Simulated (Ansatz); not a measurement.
## 119Sn Mössbauer parameters in SnSe under strain

Cell: a COD entry, relaxed with PBE at fixed cell and then changed (z compressed by 2 %, ions relaxed).

```
Sn Se
1.0
     0.00000    3.01000    2.94980
     3.01000    0.00000    2.94980
     3.01000    3.01000    0.00000
Sn Se
1 1
Direct
  0.00000 0.00000 0.00000
  0.50000 0.50000 0.50000
```

Atoms are numbered from 1 in the order listed; like atoms form one site, named after its first atom.

Method: Kohn–Sham DFT in Ansatz, PBE, plane waves and PAW, scalar-relativistic, 420 eV cutoff, Γ-centred 13×13×13 k-points, Fermi–Dirac smearing 0.02 eV.

Isomer shifts (against SnO₂) follow from the electron density at the nucleus, δ = α(ρ − ρ₀), with α = 0.099 mm s⁻¹ a₀³ and ρ₀ = 183191.44 a₀⁻³ from a line fitted to 8 measured compounds at this level of theory (rms miss 0.12 mm/s). ΔE_Q = ½eQV_zz(1 + η²/3)^½ with Q = -0.132 b for the 23.9 keV state.

(1) Where do the absorption lines lie?

## Answers

(1) Sn (1 atom a cell): δ = 3.64, |ΔE_Q| = 0.25 mm/s, a doublet too narrow to resolve, seen as one line at 3.64 mm/s.

Without spin–orbit coupling (the program notes it for Sn) the gradients can shift somewhat, as the gap is small. With a gap of 0.3 eV on this mesh, the gradients can still move by some per cent as the k-mesh gets denser. Shifts outside the range of the fitted compounds (-0.5 to 3.2 mm/s for Sn) are extrapolations.
